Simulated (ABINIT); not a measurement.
Runs of ABINIT 10.8.3 (patched build) on NiO. Symmetry: Fm-3m, No. 225, cubic system. Conventional cell: a = 4.172 Å, b = 4.172 Å, c = 4.172 Å, α = 90.00°, β = 90.00°, γ = 90.00°. Ni (site symmetry m-3m) is surrounded by 6 O at 2.09 Å. O (site symmetry m-3m) has 6 Ni at 2.09 Å as nearest neighbours. 

```tsv
task	level	potentials or basis	cell	k mesh	cutoff (eV)	cutoff smearing ecutsm (Ha)	stop of the response cycle (tolvrs)	q points	q points (reduced)	cell freedom (optcell)	gap on the mesh (eV)	pressure (GPa)	moment (μB)
single point	PBEsol	PseudoDojo NC SR PBEsol v0.4 stringent	as given	8 × 8 × 8	1306	-	-	-	-	-	none	(b)	1.69
phonons at a zone-boundary q	LDA	PseudoDojo NC SR LDA v0.4.1 standard	cell relaxed at zero pressure by an earlier run	6 × 6 × 6, with 4 shifts	1333	0.5	1e-10	["L"]	[[0.5, 0.5, 0.5]]	-	-	-0.9	0.19
relaxation of cell and atoms	LDA	PseudoDojo NC SR LDA v0.4.1 standard	relaxed	8 × 8 × 8	1333	0.5	-	-	-	2	none	0.0	0.71
single point	PBEsol	PseudoDojo NC SR PBEsol v0.4.1 standard	as given	8 × 8 × 8	1225	-	-	-	-	-	none	(a)	1.69
optical spectrum	PBEsol	PseudoDojo NC SR PBEsol v0.4 stringent	as given	8 × 8 × 8, with 4 shifts	1306	-	-	-	-	-	-	-7.5	1.61
```

Alike in all rows: spin collinear, ferromagnetic start; smearing fermi-dirac 0.05 eV.

Estimate the missing entries.

(a) -6.2; (b) -6.5.

Caveats: small starting moments can end in a higher magnetic state in this program; a cell with one magnetic atom can't hold antiferromagnetic order, which such compounds often take (some runs); semilocal functionals often make such compounds metallic where correlation or magnetic order opens a gap, which also shifts bond lengths (some runs); the mesh is coarse for a metal's response (some runs); some modes are imaginary (some runs); the intraband (Drude) term is left out (some runs); spectra need much finer meshes, so this one isn't converged (some runs).

A gap of «none» marks a metal or a gap under the smearing width.

Runs at the PBE level aren't shown here.
